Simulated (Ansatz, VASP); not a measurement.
**MgS in VASP and in Ansatz**

```
Mg S
1.0
     2.60284    2.60284    0.00000
    -2.60284    2.60284    0.00000
     0.00000    0.00000    5.07831
Mg S
2 2
Direct
  0.00000 0.00000 0.00000
  0.50000 0.50000 0.50000
  0.50000 0.50000 0.00000
  0.00000 0.00000 0.50000
```

Alike in both runs: task single point; functional PBEsol; k mesh 6 × 6 × 6; occupations gaussian, width 0.02 eV; no spin polarisation.

|  | VASP | Ansatz |
| --- | --- | --- |
| version | VASP 6.6.1 | Ansatz 0.2.0 |
| potentials or method | VASP PAW PBE potentials, release 64 (Mg, S) | scalar-relativistic, plane waves, PAW |
| plane-wave cutoff (eV) | 520 | 420 |
| valence electrons in the cell | 16 | 32 |

Ansatz gave:

- gap on the k mesh at the Fermi level (eV): 2.63
- least direct gap on the mesh (eV): 2.63
- pressure (GPa): 1.0
- largest component of the traceless stress (GPa): 2.00

**Question.** Estimate VASP's values.

**Answer.** gap on the k mesh at the Fermi level (eV): 2.63; least direct gap on the mesh (eV): 2.63; pressure (GPa): 0.8; largest component of the traceless stress (GPa): 1.99.

With one functional, cell and mesh, what is left measures potentials, basis and numerics. The two sets of potentials don't hold the same shells in valence.

Caveats: the PAW data sets were made with another functional, which shifts forces and pressure a little (VASP). Expect the measured gap to be larger: semilocal functionals such as PBEsol lack the derivative discontinuity. A k mesh can miss the band edges.
